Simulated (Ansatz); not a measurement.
# Pt_Si in Si3N4 (P6_3/m): charge-transition levels and formation energies, part 2 of 2

Aim: at which Fermi levels does Pt_Si in Si3N4 (P6_3/m) change its charge? The model is a cell of 126 host atoms with 1 Si taken out and 1 Pt put in.

Ansatz; place-levels on PBEsol runs: charge-transition levels and formation energies with image-charge correction and potential alignment at the atomic sites; PAW set soft_1.

So far: Starting point; What was run first.

## (3) Levels against the band edges, PBEsol

A charged cell interacts with its images and the background, and its potential has another zero than the host's. place-levels removes the first by a point-charge model, screened by the static dielectric constant since the ions have relaxed around the charge, and the second by comparing potentials at atoms far from the defect.

The host is a run of the defect-free crystal in the same cutoffs, grids and k-points, so that basis and sampling errors cancel in part in the differences. Its band edges come from a run of the primitive cell that searches the zone for them. The host is run in a cell of 42 atoms on a matching mesh. Chemical potentials are energies per atom of Si (diamond) and Pt (fcc), run with the same functional and cutoff.

The input, levels.point.yaml:

```yaml
host:
  run: host.point.run
  levels_from: { run: edges.point.run }
states: [qm2.point.run, qm1_M1.point.run, q0.point.run, q0_M2.point.run, qp1_M1.point.run, qp1_M3.point.run, qm2_M2.point.run]
geometry_from:
  qm2.point.run: qm2.relax.run
  qm1_M1.point.run: qm1_M1.relax.run
  q0.point.run: q0.relax.run
  q0_M2.point.run: q0_M2.relax.run
  qp1_M1.point.run: qp1_M1.relax.run
  qp1_M3.point.run: qp1_M3.relax.run
  qm2_M2.point.run: qm2_M2.relax.run
  host.point.run: host.relax.run
chemical_potentials:
  Si:
    energy: -621.49341
    dataset: <sha256 of the dataset>
  Pt:
    energy: -12385.388037
    dataset: "<sha256 of the dataset>"
epsilon: [4.29, 4.29, 4.37]
static_epsilon: [8.29, 8.29, 8.25]
vertical:
  - { from: qm2.point.run, to: qm2.point_neutral.run }
  - { from: qm1_M1.point.run, to: qm1_M1.point_neutral.run }
  - { from: qp1_M1.point.run, to: qp1_M1.point_neutral.run }
  - { from: qp1_M3.point.run, to: qp1_M3.point_neutral.run }
  - { from: qm2_M2.point.run, to: qm2_M2.point_neutral.run }
```

On the command line:

```console
$ ansatz place-levels levels.point.yaml -- --threads 4 --pin off --max-ram 15073MiB
```

The log of the run:

```text
[... repeated set-up lines and file paths are left out, and long positions are rounded to six places ...]
(+1/0) 0.310 eV above the valence edge, 3.876 eV under the conduction edge
(0/-1) 1.508 eV above the valence edge, 2.678 eV under the conduction edge
(-1/-2) 2.335 eV above the valence edge, 1.851 eV under the conduction edge
formation energy of charge +1: +8.119 eV with the Fermi level at the valence edge
formation energy of charge 0: +8.429 eV with the Fermi level at the valence edge
formation energy of charge -1: +9.937 eV with the Fermi level at the valence edge
formation energy of charge -2: +12.272 eV with the Fermi level at the valence edge
vertical -2 to 0: no energy, since no alignment is typed
  the change from vertical[0].from (qm2.point.run) to vertical[0].to (qm2.point_neutral.run): by its potential at epsilon [4.29, 4.29, 4.37] it stands at 0.368 0.450 0.558, with an rms radius of about 3.1 Å (1.8 1.8 1.8 Å across the planes of the cell's [...]
vertical -1 to 0: no energy, since no alignment is typed
  the change from vertical[1].from (qm1_M1.point.run) to vertical[1].to (qm1_M1.point_neutral.run): by its spins about the atoms it stands at 0.379 0.472 0.554, with an rms radius of about 2.4 Å (1.2 1.4 1.5 Å across the planes of the cell's vectors); [...]
vertical +1 to 0: no energy, since no alignment is typed
  the change from vertical[2].from (qp1_M1.point.run) to vertical[2].to (qp1_M1.point_neutral.run): by its potential at epsilon [4.29, 4.29, 4.37] it stands at 0.374 0.478 0.583, with an rms radius of about 2.8 Å (1.6 1.8 1.4 Å across the planes of the cell's [...]
vertical +1 to 0: no energy, since no alignment is typed
  the change from vertical[3].from (qp1_M3.point.run) to vertical[3].to (qp1_M3.point_neutral.run): by its potential at epsilon [4.29, 4.29, 4.37] it stands at 0.376 0.471 0.566, with an rms radius of about 3.6 Å (2.1 2.0 2.1 Å across the planes of the cell's [...]
vertical -2 to 0: no energy, since no alignment is typed
  the change from vertical[4].from (qm2_M2.point.run) to vertical[4].to (qm2_M2.point_neutral.run): by its potential at epsilon [4.29, 4.29, 4.37] it stands at 0.363 0.482 0.553, with an rms radius of about 3.0 Å (1.9 1.8 1.4 Å across the planes of the cell's [...]
  edges by pbesol of host.levels_from (edges.point.run), its mesh sampled to repeats of 26.19 Å (the valence edge +0.130 eV and the conduction edge -0.336 eV from those of the host's own run), gap 4.186 eV; the host is sampled to repeats of 26.41 Å
  the defect's cells are sampled to repeats of 26.41 Å, like sampling
  charge +1: -72728.2863 eV with its correction of +0.373 eV, at epsilon [8.29, 8.29, 8.25], aligned at sites: +0.1545 eV, mean over 89 atomic sites at or beyond 4.37 Å from the defect at [0.3528, 0.4732, 0.5833], with +0.010526 for the charge's moments and [...]
  charge 0: +0.000 eV for its dipole among its images, +0.006 omitted
  charge -1: -72710.2240 eV with its correction of +0.017 eV, at epsilon [8.29, 8.29, 8.25], aligned at sites: +0.2011 eV, mean over 89 atomic sites at or beyond 4.37 Å from the defect at [0.3528, 0.4732, 0.5833], with +0.017572 for the charge's moments and [...]
  charge -2: -72699.7673 eV with its correction of +0.404 eV, at epsilon [8.29, 8.29, 8.25], aligned at sites: +0.2347 eV, mean over 89 atomic sites at or beyond 4.37 Å from the defect at [0.3528, 0.4732, 0.5833], with +0.033216 for the charge's moments and [...]
  charge +1: states[5] (qp1_M3.point.run) stands 0.787 eV higher, with a moment of 3.00 μB against 1.00
  charge 0: states[3] (q0_M2.point.run) stands 0.266 eV higher, with a moment of 2.00 μB against 0.00
  charge -2: states[6] (qm2_M2.point.run) stands 0.333 eV higher, with a moment of 2.00 μB against 0.00
  of states[1] (qm1_M1.point.run): it parts from the run at its places by a charge that spreads by about 1.5 Å along one vector (1.5 Å or more is wide), by the spins about the atoms, where the cell does not tell a trapped carrier from a band state. [...]
  of states[0] (qm2.point.run): it parts from the run at its places by a charge that spreads by about 1.8 Å along one vector (1.5 Å or more is wide), by its potential at epsilon [4.29, 4.29, 4.37], taken for that of held ions (one typed too small widens it), [...]
  of states[5] (qp1_M3.point.run): it parts from the run at its places by a charge that spreads by about 2.1 Å along one vector (1.5 Å or more is wide), by its potential at epsilon [4.29, 4.29, 4.37], taken for that of held ions (one typed too small widens [...]
  of states[6] (qm2_M2.point.run): it parts from the run that its charge is read beside by 2 carriers, of which the mean alone is read, by its potential at epsilon [4.29, 4.29, 4.37], taken for that of held ions (one typed too small widens it): that is [...]
  of vertical[0].from (qm2.point.run): it parts from the run at its places by a charge that spreads by about 1.8 Å along one vector (1.5 Å or more is wide), by its potential at epsilon [4.29, 4.29, 4.37], taken for that of held ions (one typed too small [...]
  vertical[0].to (qm2.point_neutral.run): levels filled in part (TS 0.022 eV): its energy is of no whole electron's
  of vertical[1].from (qm1_M1.point.run): stability_check_not_made; [...]
  of vertical[3].from (qp1_M3.point.run): its moments are held at its close (magnetization.spin_locking), by a field of 0.213 eV a Bohr magneton, and its energy and levels are of the state that this holds: a run that lets them go can end lower; [...]
  vertical[3].to (qp1_M3.point_neutral.run): levels filled in part (TS 0.010 eV): its energy is of no whole electron's
  of vertical[4].from (qm2_M2.point.run): stability_check_not_made; [...]
```

Wall time 1.2 s (4 threads of Arm Neoverse V1, shared host).

Levels between the charges placed, in eV above the valence top:

```
        gap (eV)  (+1/0)  (0/−1)  (−1/−2)
PBEsol      4.19    0.31    1.51     2.33
```

Corrections by state:

```
charge  moment (μB)  image terms and alignment (eV)  band filling (eV)                               ε used  over the lowest of its charge, as the program ranks them, band filling apart (eV)
    +1          1.0                           0.373                  -  principal values (8.25, 8.29, 8.29)                                                                              0.000
     0          0.0                           0.000                  -                                    -                                                                              0.000
    −1          1.0                           0.017                  -  principal values (8.25, 8.29, 8.29)                                                                              0.000
    −2          0.0                           0.404                  -  principal values (8.25, 8.29, 8.29)                                                                              0.000
    +1          3.0                           0.360                  -  principal values (8.25, 8.29, 8.29)                                                                              0.787
     0          2.0                           0.000                  -                                    -                                                                              0.266
    −2          2.0                           0.410                  -  principal values (8.25, 8.29, 8.29)                                                                              0.333
```

The charged structures listed were also run neutral, and place-levels reads from each pair, by the potential or the spins, how wide the charge is by which they differ; that can be the carrier of either run.

```
charge  rms radius (Å)  spread where it is widest against the cell (Å)  wide from (Å)  reading
    +1             2.8                                            1.40           1.51   narrow
    −1             2.4                                            1.53           1.51     wide
    −2             3.1                                            1.76           1.51     wide
```

The neutral runs of these pairs need not share the spin of the lowest neutral state, and very wide values only mean spread over the cell.

From the program's caveats on the states, each cut to its opening words:

- charge −1 (1 μB): it parts from the run at its places by a charge that spreads by about 1.5 Å along one vector (1.5 Å or more is wide), by the spins about the atoms, where the [...]
- charge −1 (1 μB), −2 (2 μB): flagged: stability check not made
- charge −2: it parts from the run at its places by a charge that spreads by about 1.8 Å along one vector (1.5 Å or more is wide), by its potential at epsilon [4.29, 4.29, [...]
- charge −2: the far atoms show a dipole or second moment of the defect's charge, for which the correction takes or leaves out 0.066 eV: further moments aren't read, and [...]
- charge +1 (3 μB): it parts from the run at its places by a charge that spreads by about 2.1 Å along one vector (1.5 Å or more is wide), by its potential at epsilon [4.29, 4.29, [...]
- charge +1 (3 μB): its moments are held at its close (magnetization.spin_locking), by a field of 0.213 eV a Bohr magneton, and its energy and levels are of the state that this [...]
- charge −2 (2 μB): it parts from the run that its charge is read beside by 2 carriers, of which the mean alone is read, by its potential at epsilon [4.29, 4.29, 4.37], taken for [...]
- charge −2 (2 μB): the far atoms show a dipole or second moment of the defect's charge, for which the correction takes or leaves out 0.053 eV: further moments aren't read, and [...]

The host's formation energy from the elements is -1.218 eV per atom; it sets how far the chemical potentials can move.

Limit set by the element alone; other compounds of these elements are not counted. Chemical potentials from the elements' reference states: N 0.00 eV, Si -2.84 eV, Pt 0.00 eV. Formation energy by charge state (N-rich; gap 4.19 eV):

```
charge  at valence top (eV)  at conduction bottom (eV)  correction included (eV)
    +1                 5.28                       9.46                      0.37
     0                 5.59                       5.59                      0.00
    −1                 7.10                       2.91                      0.02
    −2                 9.43                       1.06                      0.40
```

```json
{"Fermi level (eV)": "0.00", "lowest formation energy (eV)": "5.28"}
{"Fermi level (eV)": "0.38", "lowest formation energy (eV)": "5.59"}
{"Fermi level (eV)": "0.76", "lowest formation energy (eV)": "5.59"}
{"Fermi level (eV)": "1.14", "lowest formation energy (eV)": "5.59"}
{"Fermi level (eV)": "1.52", "lowest formation energy (eV)": "5.57"}
{"Fermi level (eV)": "1.90", "lowest formation energy (eV)": "5.19"}
{"Fermi level (eV)": "2.28", "lowest formation energy (eV)": "4.81"}
{"Fermi level (eV)": "2.67", "lowest formation energy (eV)": "4.10"}
{"Fermi level (eV)": "3.05", "lowest formation energy (eV)": "3.34"}
{"Fermi level (eV)": "3.43", "lowest formation energy (eV)": "2.58"}
{"Fermi level (eV)": "3.81", "lowest formation energy (eV)": "1.82"}
{"Fermi level (eV)": "4.19", "lowest formation energy (eV)": "1.06"}
```

Limit set by the element alone; other compounds of these elements are not counted. Chemical potentials from the elements' reference states: Si 0.00 eV, N -2.13 eV, Pt 0.00 eV. Formation energy by charge state (Si-rich; gap 4.19 eV):

```
charge  at valence top (eV)  at conduction bottom (eV)  correction included (eV)
    +1                 8.12                      12.31                      0.37
     0                 8.43                       8.43                      0.00
    −1                 9.94                       5.75                      0.02
    −2                12.27                       3.90                      0.40
```

(Fermi level (eV), lowest formation energy (eV)): (0.00, 8.12), (0.38, 8.43), (0.76, 8.43), (1.14, 8.43), (1.52, 8.42), (1.90, 8.04), (2.28, 7.65), (2.67, 6.94), (3.05, 6.18), (3.43, 5.42), (3.81, 4.66), (4.19, 3.90)

## (4) Effect of the sampling

The relaxations' own energies give the levels at their sampling, for comparison.

The input, levels.relax_mesh.yaml:

```yaml
host:
  run: host.relax.run
  levels_from: { run: edges.relax.run }
states: [qm2.relax.run, qm1_M1.relax.run, q0.relax.run, q0_M2.relax.run, qp1_M1.relax.run, qp1_M3.relax.run, qm2_M2.relax.run]
chemical_potentials:
  Si:
    energy: -621.49341
    dataset: <sha256 of the dataset>
  Pt:
    energy: -12385.388037
    dataset: "<sha256 of the dataset>"
```

On the command line:

```console
$ ansatz place-levels levels.relax_mesh.yaml -- --threads 4 --pin off --max-ram 15073MiB
```

The log of the run:

```text
(+1/0) 0.313 eV above the valence edge, 3.873 eV under the conduction edge
(0/-1) 1.509 eV above the valence edge, 2.677 eV under the conduction edge
(-1/-2) 2.335 eV above the valence edge, 1.851 eV under the conduction edge
formation energy of charge +1: +8.113 eV with the Fermi level at the valence edge
formation energy of charge 0: +8.426 eV with the Fermi level at the valence edge
formation energy of charge -1: +9.935 eV with the Fermi level at the valence edge
formation energy of charge -2: +12.270 eV with the Fermi level at the valence edge
  edges by pbesol of host.levels_from (edges.relax.run), its mesh sampled to repeats of 26.19 Å (the valence edge +0.231 eV and the conduction edge -0.359 eV from those of the host's own run), gap 4.186 eV; the host is sampled to repeats of 15.83 Å
[... the lines on each state left out ...]
```

It took 0.38 s on 4 threads.

Levels between neighbouring charges, in eV above the valence top:

```
                        gap (eV)  (+1/0)  (0/−1)  (−1/−2)
one point at (¼, ¼, ¼)      4.19    0.31    1.51     2.34
  a 2×2×2 shifted mesh      4.19    0.31    1.51     2.33
```

Going from one point at (¼, ¼, ¼) to a 2×2×2 shifted mesh moves the levels that carry no band-filling term by up to 0.00 eV and formation energies against the elements by up to 0.01 eV.

## (5) What came out

* gap of the host: 4.19 eV (PBEsol)
* level (plus 1/0): 0.31 eV above the valence top
* level (0/minus 1): 1.51 eV above the valence top
* level (minus 1/minus 2): 2.33 eV above the valence top
* lowest of the charges placed, just above the valence top (0.02 eV): +1
* lowest of the charges placed, just below the conduction bottom (0.02 eV): −2
* lowest formation energy at mid-gap of the charges run, N-rich: 5.00 eV
* lowest formation energy at mid-gap of the charges run, Si-rich: 7.84 eV

In words: Of the charges placed (−2, −1, 0 and +1), the lowest changes at 0.31 eV (+1/0), 1.51 eV (0/−1) and 2.33 eV (−1/−2) above the valence top, in a gap of 4.19 eV. (+1/0) lies nearer to a band edge than the share of the finite-size correction in it (0.37 eV), and that correction holds for a localised charge alone. Charges above +1 and below −2 were not placed, so these runs say nothing of levels that involve them. States placed: +1 at 1 μB and 3 μB; 0 at 0 μB and 2 μB; −1 at 1 μB; −2 at 0 μB and 2 μB. Other spin states or structures, where not listed, weren't placed. Pt is taken at its element; compounds, which aren't counted here, bound the chemical potentials and would shift these formation energies. Going from one point at (¼, ¼, ¼) to a 2×2×2 shifted mesh moves the levels that carry no band-filling term by up to 0.00 eV and formation energies against the elements by up to 0.01 eV. What this leaves open: the images are only 8.7 Å apart; PBEsol makes the gap too small and tends to spread out bound carriers; where a gas molecule sets a chemical potential or the host's formation energy, its binding is uncorrected; spin–orbit coupling, which can matter with heavy atoms, is left out.

[Logs are printed without paths, hosts, clocks, repeated set-up lines and the standing remarks that a program may print on its own settings, such as how far it seeks lower states.]

[Hosts, paths, dates, database ids (printed as entryN), source tags and the programs' standing remarks are cut or masked in the printed files.]

[Where a table of states has a column of steps, it counts the stored structures, which are thinned; the runs took as many ionic steps or more.]

[A defect's name tells the site on which it was built; relaxed atoms can leave that site.]

[For some hosts the program warned that the k-mesh of the response run may be too coarse for force constants and the static dielectric constant; such warnings are not shown here.]
